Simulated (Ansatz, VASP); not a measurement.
# Zn in VASP and in Ansatz

INCAR

```
SYSTEM = Zn
PREC = Accurate
ENCUT = 520
EDIFF = 1E-8
ISMEAR = -1
SIGMA = 0.05
LREAL = .False.
LASPH = .True.
NELM = 60
ALGO = Normal
ISIF = 2
LWAVE = .False.
LCHARG = .False.
GGA = PE
LEFG = .True.
NBANDS = 12
```

The input KPOINTS:

```
Automatic mesh
0
Gamma
  17 17 17
  0 0 0
```

The input POSCAR:

```
Zn
1.0
   -1.5346895980      1.5346895980      1.5346895980
    1.5346895980     -1.5346895980      1.5346895980
    1.5346895980      1.5346895980     -1.5346895980
Zn
1
Direct
    0.0000000000      0.0000000000      0.0000000000
```

Input for Ansatz:

```yaml
crystal:
  lattice:
    - [-1.534689598, 1.534689598, 1.534689598]
    - [1.534689598, -1.534689598, 1.534689598]
    - [1.534689598, 1.534689598, -1.534689598]
  atoms:
    - { symbol: Zn, position: [0.0, 0.0, 0.0] }
kpoints:
  mp_grid: { grid: [17, 17, 17] }
scf:
  occupations: { method: fermi_dirac, width: 0.05 }
hamiltonian:
  xc: pbe
  pseudopotentials: { kind: all_electron, datasets: crystal }
output:
  forces: true
  stress: true
  eigenvalues: true
  efg: { contact_densities: true }
```

Change from the starting cell: volume scaled by 0.9405, crystal datasets.

Alike in both runs: task electric field gradients; functional PBE; k mesh 17 × 17 × 17; occupations fermi-dirac, width 0.05 eV; no spin polarisation.

|  | VASP | Ansatz |
| --- | --- | --- |
| version | VASP 6.6.1 | Ansatz 0.2.0 |
| potentials or method | VASP PAW PBE potentials, release 64 (Zn) | all-electron PAW with datasets made for the crystal, scalar-relativistic |
| plane-wave cutoff (eV) | 520 | see its input |

```tsv
	VASP	Ansatz	Ansatz less VASP
pressure (GPa)	4.9	4.6	-0.37
Vzz of the field gradient on the site that differs most (V/Å²)	0.0	0.0	+0.02
```

Ansatz ran all-electron here, so the differences hold the error of VASP's frozen core and of both bases.
